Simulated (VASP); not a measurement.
Input of a VASP 6.6.1 run:

File INCAR:

```
PREC     = Accurate       # precision mode
ENCUT    = 600            # plane-wave cutoff, eV
EDIFF    = 1E-7           # SCF threshold, eV
ISMEAR   = 1              # smearing method
SIGMA    = 0.1            # smearing width, eV
LREAL    = F              # projectors in reciprocal space
LASPH    = T              # aspherical terms in the spheres
NELM     = 80             # most SCF steps
ALGO     = Normal         # electronic algorithm
ISIF     = 3              # what is computed and relaxed
LWAVE    = F              # write WAVECAR
LCHARG   = F              # write CHGCAR
GGA      = PS             # functional
IBRION   = 2              # ionic algorithm
NSW      = 90             # ionic steps
EDIFFG   = -0.005         # ionic threshold
```

The input KPOINTS:

```
Automatic mesh
0
Gamma
  10 10 10
```

The input POSCAR:

```
ScAl3                                   
1.0
    4.0726613649      0.0000000000      0.0000000000
    0.0000000000      4.0726613649      0.0000000000
    0.0000000000      0.0000000000      4.0726613649
  Sc              Al            
     1     3
Direct
     0.0000000000000000    0.0000000000000000    0.0000000000000000
     0.5000000000000000    0.0000000000000000    0.5000000000000000
     0.0000000000000000    0.5000000000000000    0.5000000000000000
     0.5000000000000000    0.5000000000000000    0.0000000000000000
```

Potentials or basis: VASP PAW PBE potentials, release 64 (Sc_sv, Al).

The run is started by

```bash
$ cat potpaw_PBE.64/Sc_sv/POTCAR potpaw_PBE.64/Al/POTCAR > POTCAR
$ mpirun -np 1 vasp_std > vasp.out
```

Question: Estimate the band gap on the k mesh.

Answer: None (metal or under the smearing width).

Final structure:
```xyz
4
Lattice="4.0727 0.0000 0.0000 0.0000 4.0727 0.0000 0.0000 0.0000 4.0727" Properties=species:S:1:pos:R:3 pbc="T T T"
Sc    0.0000    0.0000    0.0000
Al    2.0363    0.0000    2.0363
Al    0.0000    2.0363    2.0363
Al    2.0363    2.0363    0.0000
```

Caveat: the relaxation stopped at its first step, so nothing moved.
